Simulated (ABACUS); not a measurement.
Runs of ABACUS 3.10.1 on NiO. Symmetry: Fm-3m, No. 225, cubic system. The conventional cell has a = 4.172 Å, b = 4.172 Å, c = 4.172 Å, α = 90.00°, β = 90.00°, γ = 90.00°. Around Ni (site symmetry m-3m) lie 6 O at 2.09 Å. O (site symmetry m-3m) has 6 Ni at 2.09 Å as nearest neighbours. 

| task | level | potentials or basis | cell | k mesh | cutoff (eV) | radial cutoff of the potentials (pseudo_rcut) | SCF threshold on the density | eigensolver | symmetry key | max steps of the relaxation | mesh quality | gap on the mesh (eV) | pressure (GPa) | moment (μB) | relaxed volume (Å³/atom) |
| --- | --- | --- | --- | --- | --- | --- | --- | --- | --- | --- | --- | --- | --- | --- | --- |
| single point | r2SCAN | SG15 ONCV 1.2 PBE, plane waves | as given | 7 × 7 × 7 | 1537 | 10 bohr | 1e-08 | dav | 1 | - | not flagged | 0.73 | 1.5 | 2.00 | - |
| relaxation of cell and atoms | revPBE | GBRV ultrasoft 1.5 PBE, plane waves | relaxed | 9 × 9 × 9 | 544 | 10 bohr | 1e-08 | dav | 1 | 60 | not flagged | none | 0.0 | 0.01 | 9.03 |
| single point | HSE-type (share 0.1, screening 0.11/bohr) | SG15 ONCV 1.2 PBE, DZP LCAO (the cutoffs set its grid) | as given | 5 × 5 × 5 | 1361 | 7 bohr | 1e-07 | genelpa | 1 | - | coarse | 0.49 | - | 2.00 | - |
| single point | TM | SG15 ONCV 1.2 PBE, plane waves | as given | 7 × 7 × 7 | 1537 | 10 bohr | 1e-08 | dav | 1 | - | coarse | none | 1.8 | (c) | - |
| single point | OLYP | PseudoDojo NC SR 0.5 PBE standard, plane waves | as given | 9 × 9 × 9 | 1333 | 10 bohr | 1e-08 | dav | 1 | - | not flagged | none | 6.7 | 1.84 | - |
| single point | revPBE | GBRV ultrasoft 1.5 PBE, plane waves | as given | 9 × 9 × 9 | 544 | 10 bohr | 1e-08 | dav | 1 | - | not flagged | none | (b) | (a) | - |
| single point | MS2 | SG15 ONCV 1.2 PBE, plane waves | as given | 7 × 7 × 7 | 1537 | 10 bohr | 1e-08 | dav | 1 | - | not flagged | 1.67 | 370.6 | 2.00 | - |
| single point | PBE | SG15 ONCV 1.2 PBE, DZP LCAO (the cutoffs set its grid) | as given | 5 × 5 × 5 | 1361 | 7 bohr | 1e-07 | genelpa | 1 | - | coarse | none | 4.4 | 1.22 | - |
| relaxation of cell and atoms | TM | SG15 ONCV 1.2 PBE, plane waves | relaxed | 7 × 7 × 7 | 1537 | 10 bohr | 1e-08 | dav | 1 | - | coarse | none | 0.0 | 1.98 | 9.15 |
| single point | HSE-type (share 0.4, screening 0.11/bohr) | SG15 ONCV 1.2 PBE, DZP LCAO (the cutoffs set its grid) | as given | 5 × 5 × 5 | 1361 | 7 bohr | 1e-07 | genelpa | 1 | - | coarse | 4.12 | - | 2.00 | - |

Alike in all rows: spin collinear, ferromagnetic start; smearing fermi-dirac 0.05 eV.

Q: Fill in the values left out.

A: (a) 0.00; (b) -1.4; (c) 1.97.

Caveats: some runs use coarse meshes; the potentials were made for another functional, which shifts forces and pressure (some runs); a cell with one magnetic atom can't hold antiferromagnetic order, which such compounds often take (some runs); semilocal functionals often make such compounds metallic where correlation or magnetic order opens a gap, which also shifts bond lengths (some runs); an odd mesh through Γ misses points on the zone boundary, where band edges often lie (some runs); the atomic orbitals were generated for these runs and aren't a published set (some runs); the basis of atomic orbitals isn't converged, which shifts pressures, moduli and gaps (some runs); gaps of hybrids in this basis differ from plane-wave ones by up to 0.1 eV (some runs).

A gap of «none» marks a metal or a gap under the smearing width.
